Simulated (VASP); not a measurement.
Set up this calculation in VASP 6.6.1, as the native input.

```
Task                   : relaxation of cell and atoms
Functional             : PBEsol
Potentials or basis    : VASP PAW PBE potentials, release 64 (Ga_d, Sb)
Cutoff                 : 520 eV
k mesh                 : 10 × 10 × 10
Occupations            : gaussian, width 0.02 eV
Spin                   : no spin polarisation
Further INCAR settings : ALGO = Normal; EDIFF = 1e-07; IBRION = 2; EDIFFG = -0.002; NSW = 80; ISIF = 3
```

The structure of GaSb lies in POSCAR:

```
GaSb
1.0
    0.0000000000      3.0590000000      3.0590000000
    3.0590000000      0.0000000000      3.0590000000
    3.0590000000      3.0590000000      0.0000000000
Ga Sb
1 1
Direct
    0.0000000000      0.0000000000      0.0000000000
    0.2500000000      0.2500000000      0.2500000000
```

One way to write it, as run:

INCAR

```
SYSTEM = GaSb
PREC = Accurate
ENCUT = 520
EDIFF = 1E-7
ISMEAR = 0
SIGMA = 0.02
LREAL = .FALSE.
LASPH = .TRUE.
NELM = 60
ALGO = Normal
ISIF = 3
LWAVE = .FALSE.
LCHARG = .FALSE.
GGA = PS
IBRION = 2
NSW = 80
EDIFFG = -0.002
```

KPOINTS

```
Automatic mesh
0
G
  10 10 10
  0 0 0
```

Potentials or basis: VASP PAW PBE potentials, release 64 (Ga_d, Sb).

Command:

```sh
$ cat potpaw_PBE.64/Ga_d/POTCAR potpaw_PBE.64/Sb/POTCAR > POTCAR
$ mpirun -np 1 vasp_std > vasp.out
```

Results of the run:

| Quantity | Value |
| --- | --- |
| Relaxed volume | 28.59 Å³/atom |
| Relaxed cell | a = 4.324 Å, b = 4.324 Å, c = 4.324 Å, α = 60.00°, β = 60.00°, γ = 60.00° |
| Space group after relaxing (to 0.05 Å) | F-43m (No. 216) |
| Energy gained by relaxing | 0.0 meV/atom |
| Ionic steps | 3 |
| Pressure after relaxing | 0.0 GPa |
| Band gap on the k mesh | none (metal or under the smearing width) |

Caveat: the PAW data sets were made with another functional, which shifts forces and pressure a little; this crystal is a semiconductor, whose small gap the functional closes, so the metal is an error of the method.

It took 20 s on 1 thread of Intel(R) Xeon(R) 6975P-C (Granite Rapids), with other jobs on the host, peak memory 0.2 GiB.
